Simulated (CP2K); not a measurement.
SrO:

```
CELL_PARAMETERS angstrom
3.62930 0.00000 0.00000
1.81465 3.14306 0.00000
1.81465 1.04769 2.96331
ATOMIC_POSITIONS crystal
Sr 0.50000 0.50000 0.50000
O 0.00000 0.00000 0.00000
```

Program: CP2K 2026.2. Alike in all runs: task band structure; no spin polarisation; cell as given; k mesh 9 × 9 × 9; smearing fermi-dirac 0.05 eV.

Q: Order these runs on this cell by their band gap on the k mesh, lowest first.
A. level PBEsol; potentials or basis POTENTIAL_UZH Sr GTH-PBE-q10, O GTH-PBE-q6; TZVP-MOLOPT-PBE-GTH basis; NGRIDS 4; points a segment of the path (NPOINTS) 6; bands added on the path 2; CUTOFF of the grids 600 Ry
B. level r2SCAN; potentials or basis POTENTIAL_UZH Sr GTH-SCAN-q10, O GTH-SCAN-q6; TZVP-MOLOPT-SCAN-GTH basis; NGRIDS 5; points a segment of the path (NPOINTS) 6; bands added on the path 6; CUTOFF of the grids 1300 Ry
C. level RPBE; potentials or basis POTENTIAL_UZH Sr GTH-PBE-q10, O GTH-PBE-q6; TZVP-MOLOPT-PBE-GTH basis; NGRIDS 4; points a segment of the path (NPOINTS) 8; bands added on the path 4; CUTOFF of the grids 600 Ry

A: A (3.45 eV), C (3.61 eV), B (3.88 eV).

Caveats: the basis of atomic orbitals isn't converged, which shifts pressures, moduli and gaps.

A k mesh can miss the band edges.

Runs at the PBE level aren't shown here.
